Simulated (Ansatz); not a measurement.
## SiO₂: energy above lowest point and pressure against volume scale

Results calculated with Ansatz 0.2.0, not measured. Free energy against uniform scaling of the volume at fixed shape and fractions; periodic cell, basis, potentials, k mesh and filling as listed.

The cell before it is scaled or strained (space group I-42d, No. 122):
```
cell vectors (Å)
  -2.3819     2.3819     3.7564
   2.3819    -2.3819     3.7564
   2.3819     2.3819    -3.7564
atoms (fractions of the cell vectors)
Si  0.00000  0.00000  0.00000
Si  0.75000  0.25000  0.50000
O   0.99838  0.62500  0.87338
O   0.37500  0.24838  0.37338
O   0.75162  0.12500  0.12662
O   0.87500  0.00162  0.62662
```

Settings of every row: functional PBEsol; dispersion none; potentials PAW; wave cutoff 470 eV; density cutoff 1880 eV; k mesh 6x6x6; k shift 0x0x0; occupations fixed; smearing width 0 eV; spin none.

```
row  volume scale  V (Å³/atom)  energy above lowest point (meV/atom)  pressure (GPa)
  1        0.9406       13.364                                  25.4           10.79
  2        0.9703       13.786                                   5.2            4.68
  3             1       14.208                                     0           -0.57
  4        1.0297        14.63                                   7.6           -5.08
  5        1.0594       15.052                                     ?               ?
```

Question: what energy above lowest point and pressure should row 5 give?

Worked fit of energy above lowest point. Take u = (V_r/V)^(2/3) − 1 with V_r = 13.997 Å³ an atom, which is twice the finite (Eulerian) strain; such expansions in the strain, on which the Birch-Murnaghan equation of state is built, carry the rest volume and the bulk modulus. The shown rows have u = 0.03133, 0.01018, -0.00993, -0.02906. Least squares give energy above lowest point = 0.87 + 256.4 × u + 16802 × u² meV/atom; a straight line predicts inner rows, each left out in turn, worse (root mean square 9.7 against 0.045 meV/atom). All shown rows lie on it to the printed digit. Its lowest point lies at u = -0.0076, or V = 14.16 Å³ an atom, and the curvature there gives the bulk modulus at fixed shape and fractions, B = (4/9)(1 + u)² E″(u)/V = 166 GPa. Letting shape and atoms relax would as a rule lower it, by much in layered, chain or molecular crystals. The withheld row has u = -0.04729, so the fit gives 0.87 + 256.4 × (-0.04729) + 16802 × (-0.04729)² = 26.3 meV/atom.

The calculation gave 26.2 meV/atom. The fit lies 0.1 meV/atom (0.38 % of the column's range) above it, one unit of the last digit. This row lies beyond the range of the fit.

Worked fit of pressure. Take u = (V_r/V)^(2/3) − 1 with V_r = 13.997 Å³ an atom, which is twice the finite (Eulerian) strain; such expansions in the strain, on which the Birch-Murnaghan equation of state is built, carry the rest volume and the bulk modulus. The shown rows have u = 0.03133, 0.01018, -0.00993, -0.02906. Least squares give pressure = 1.955 + 261.25 × u + 660.6 × u² GPa; a straight line predicts inner rows, each left out in turn, worse (root mean square 0.38 against 0.0079 GPa). All shown rows lie on it to the printed digit. The pressure vanishes at u = -0.0076, or V = 14.16 Å³ an atom, and there the bulk modulus at fixed shape and fractions is B = −V dP/dV = (2/3)(1 + u) dP/du = 166 GPa. Letting shape and atoms relax would as a rule lower it, by much in layered, chain or molecular crystals. The withheld row has u = -0.04729, so the fit gives 1.955 + 261.25 × (-0.04729) + 660.6 × (-0.04729)² = -8.92 GPa.

The calculation gave -8.95 GPa. The fit lies 0.03 GPa (0.15 % of the column's range) above it; its largest miss of a shown row is 0.00 GPa. This row lies beyond the range of the fit.
